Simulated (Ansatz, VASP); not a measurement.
Si: VASP beside Ansatz

```
Si
1.0
     2.62054    0.00000    0.00000
    -1.31027    2.26946    0.00000
     0.00000    0.00000    2.41703
Si
1
Cartesian
  0.0000 0.0000 0.0000
```

Change from the starting cell: strain = -0.02.

Alike in both runs: task single point; functional PBE; k mesh 12 × 12 × 11; occupations fermi-dirac, width 0.05 eV; no spin polarisation.

|  | VASP | Ansatz |
| --- | --- | --- |
| version | VASP 6.6.1 | Ansatz 0.2.0 |
| potentials or method | VASP PAW PBE potentials, release 64 (Si) | Ansatz PAW |
| plane-wave cutoff (eV) | 520 | 420 |
| valence electrons in the cell | 4 | 4 |

```tsv
	VASP	Ansatz	Ansatz less VASP
gap on the k mesh at the Fermi level (eV)	none	none	-
pressure (GPa)	5.9	6.0	+0.07
largest component of the traceless stress (GPa)	6.45	6.46	+0.003
```

A gap of «none» marks a metal or a gap that the smearing closes.
